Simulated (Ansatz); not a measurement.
# Al27O: the cost of one run

All numbers below are computed with Ansatz 0.2.0 (DFT PBEsol, plane waves, PAW, scalar-relativistic, no spin polarisation).

## (1) The system as given

The cell holds 28 atoms (Al27O): a = 8.591 Å, b = 8.591 Å, c = 17.677 Å, α = 90.00°, β = 90.00°, γ = 60.00°.

Coordinates:

```cif
data_structure
_symmetry_space_group_name_H-M 'P 1'
_symmetry_Int_Tables_number 1
_cell_length_a 8.5913
_cell_length_b 8.5913
_cell_length_c 17.6765
_cell_angle_alpha 90.000
_cell_angle_beta 90.000
_cell_angle_gamma 60.000
_cell_volume 1129.93
loop_
_atom_site_label
_atom_site_type_symbol
_atom_site_fract_x
_atom_site_fract_y
_atom_site_fract_z
_atom_site_occupancy
Al1 Al 0.11111 0.11111 0.05657 1
Al2 Al 0.44444 0.11111 0.05657 1
Al3 Al 0.77778 0.11111 0.05657 1
Al4 Al 0.11111 0.44444 0.05657 1
Al5 Al 0.44444 0.44444 0.05657 1
Al6 Al 0.77778 0.44444 0.05657 1
Al7 Al 0.11111 0.77778 0.05657 1
Al8 Al 0.44444 0.77778 0.05657 1
Al9 Al 0.77778 0.77778 0.05657 1
Al10 Al 0.88889 0.22222 0.18885 1
Al11 Al 0.22222 0.22222 0.18885 1
Al12 Al 0.55556 0.22222 0.18885 1
Al13 Al 0.88889 0.55556 0.18885 1
Al14 Al 0.22222 0.55556 0.18885 1
Al15 Al 0.55556 0.55556 0.18885 1
Al16 Al 0.88889 0.88889 0.18885 1
Al17 Al 0.22222 0.88889 0.18885 1
Al18 Al 0.55556 0.88889 0.18885 1
Al19 Al 0.00000 0.00000 0.32113 1
Al20 Al 0.33333 0.00000 0.32113 1
Al21 Al 0.66667 0.00000 0.32113 1
Al22 Al 0.00000 0.33333 0.32113 1
Al23 Al 0.33333 0.33333 0.32113 1
Al24 Al 0.66667 0.33333 0.32113 1
Al25 Al 0.00000 0.66667 0.32113 1
Al26 Al 0.33333 0.66667 0.32113 1
Al27 Al 0.66667 0.66667 0.32113 1
O1 O 0.66685 0.16763 0.39355 1
```

## (2) Relaxing the start

input.yaml

```yaml
accuracy: low
crystal:
  lattice:
    - [8.591347, 0.0, 0.0]
    - [4.295674, 7.440325, 0.0]
    - [0.0, 0.0, 17.676537]
  atoms:
    - { symbol: Al, position: [0.1111111, 0.1111111, 0.0565722] }
    - { symbol: Al, position: [0.4444444, 0.1111111, 0.0565722] }
    - { symbol: Al, position: [0.7777778, 0.1111111, 0.0565722] }
    - { symbol: Al, position: [0.1111111, 0.4444444, 0.0565722] }
    - { symbol: Al, position: [0.4444444, 0.4444444, 0.0565722] }
    - { symbol: Al, position: [0.7777778, 0.4444444, 0.0565722] }
    - { symbol: Al, position: [0.1111111, 0.7777778, 0.0565722] }
    - { symbol: Al, position: [0.4444444, 0.7777778, 0.0565722] }
    - { symbol: Al, position: [0.7777778, 0.7777778, 0.0565722] }
    - { symbol: Al, position: [-0.1111111, 0.2222222, 0.1888531] }
    - { symbol: Al, position: [0.2222222, 0.2222222, 0.1888531] }
    - { symbol: Al, position: [0.5555556, 0.2222222, 0.1888531] }
    - { symbol: Al, position: [-0.1111111, 0.5555556, 0.1888531] }
    - { symbol: Al, position: [0.2222222, 0.5555556, 0.1888531] }
    - { symbol: Al, position: [0.5555556, 0.5555556, 0.1888531] }
    - { symbol: Al, position: [-0.1111111, 0.8888889, 0.1888531] }
    - { symbol: Al, position: [0.2222222, 0.8888889, 0.1888531] }
    - { symbol: Al, position: [0.5555556, 0.8888889, 0.1888531] }
    - { symbol: Al, position: [0.0, 0.0, 0.321134] }
    - { symbol: Al, position: [0.3333333, 0.0, 0.321134] }
    - { symbol: Al, position: [0.6666667, 0.0, 0.321134] }
    - { symbol: Al, position: [0.0, 0.3333333, 0.321134] }
    - { symbol: Al, position: [0.3333333, 0.3333333, 0.321134] }
    - { symbol: Al, position: [0.6666667, 0.3333333, 0.321134] }
    - { symbol: Al, position: [0.0, 0.6666667, 0.321134] }
    - { symbol: Al, position: [0.3333333, 0.6666667, 0.321134] }
    - { symbol: Al, position: [0.6666667, 0.6666667, 0.321134] }
    - { symbol: O, position: [0.6668531, 0.1676316, 0.3935464] }
basis:
  ecutwfc: 420.0
kpoints:
  mp_grid: { grid: [2, 2, 1] }
hamiltonian:
  xc: pbesol
scf:
  occupations: { method: fermi_dirac, width: 0.15 }
  lower_state_search: "off"
relax:
  f_tol: 0.08
  max_steps: 25
  adjacent_minimum: "off"
  constraints: [{ sites: [0, 1, 2, 3, 4, 5, 6, 7, 8] }]
output:
  write_density: true
  write_potential: true
  elf: true
  volumetric_format: npy
```

Started as:

```bash
$ ansatz run input.yaml --threads 2 --pin off --max-ram 5120MiB --backend cpu --events-out ev --progress --plain --runs-dir out
```

**Question.** How long does this run take on 2 threads of Intel Xeon 6975P-C (Granite Rapids), shared host, and how much memory does it need?

About 43 s, with a peak of 1.7 GiB.
